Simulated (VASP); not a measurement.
A run of VASP 6.6.1 is set up as follows.

File INCAR:

```
PREC = Accurate
ENCUT = 520
EDIFF = 1E-6
ISMEAR = 0
SIGMA = 0.02
LREAL = False
LASPH = True
NELM = 100
ALGO = Normal
ISIF = 2
LWAVE = False
LCHARG = False
GGA = PE
IVDW = 12
NBANDS = 11
```

Contents of KPOINTS:

```
regular mesh
0
Gamma
  12 12 12
```

POSCAR

```
BN
1.0
    1.2530663876      0.7234582178      3.2965208837
   -1.2530663876      0.7234582178      3.2965208837
    0.0000000000     -1.4469164307      3.2965208848
B N
1 1
Direct
    0.9996944712      0.9996944712      0.9996944712
    0.3327385388      0.3327385388      0.3327385388
```

Potentials or basis: VASP PAW PBE potentials, release 64 (B, N).

Run with:

```bash
$ cat potpaw_PBE.64/B/POTCAR potpaw_PBE.64/N/POTCAR > POTCAR
$ mpirun -np 1 vasp_std > vasp.out
```

Task: Predict the dispersion energy per atom.

Result: -0.142 eV.

Task: What does it give for the band gap on the k mesh?

Result: 4.23 eV, indirect (least direct gap 4.69 eV).

Task: Predict the pressure.

Result: 0.1 GPa.

Stress tensor (GPa, compression positive):
```
 0.18  0.00  0.00
 0.00  0.18  0.00
 0.00  0.00 -0.15
```

A k mesh can miss the band edges. As with any semilocal functional, this PBE gap is likely too small.
